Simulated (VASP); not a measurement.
**AlNi3 under changes of volume**

One of the cells (11.151 Å³/atom); the others are scaled copies at fixed shape and fractional positions:

```
Ni Al
1.0
     3.54639    0.00000    0.00000
     0.00000    3.54639    0.00000
     0.00000    0.00000    3.54639
Ni Al
3 1
Direct
  0.50000 0.50000 0.00000
  0.50000 0.00000 0.50000
  0.00000 0.50000 0.50000
  0.00000 0.00000 0.00000
```

The cell is a database's computed one.

| Item | Value |
| --- | --- |
| Program | VASP 6.6.1 |
| Functional | PBE |
| Potentials or basis | VASP PAW PBE potentials, release 64 (Ni, Al) |
| Cutoff | 520 eV |
| k mesh | 8 × 8 × 8 |
| Occupations | fermi-dirac, width 0.05 eV |
| Spin | collinear spin, ferromagnetic start |
| Starting moments | [1.0, 1.0, 1.0, 0.0] μB |

```csv
volume (Å³/atom),energy over the lowest point (meV/atom),pressure (GPa),moment (μB per cell)
10.276,?,?,?
10.495,41.57,16.8,0.63
10.713,22.13,11.8,0.65
11.151,1.97,3.3,0.68
11.369,0.00,-0.3,0.70
11.588,2.71,-3.6,0.71
```

Task: What does the run at 10.276 Å³/atom give?

Result: Energy over the lowest point 68.23 meV/atom; pressure 22.4 GPa; moment 0.60 μB per cell.

Worked out: A Birch-Murnaghan fit of order 3 (a polynomial in V^(-2/3)) to the other rows has its minimum at 11.35 Å³/atom with B0 = V·E''(V) = 179 GPa and B' = 4.8. It gives 68.39 meV/atom at 10.276 Å³/atom, against the run's 68.23, and -dE/dV = 22.5 GPa, against 22.4. A straight line through the other rows of the moment, of slope 0.0739 μB per Å³/atom, extrapolates to 0.62 μB, against the run's 0.60.

Energies are extrapolated to zero smearing.
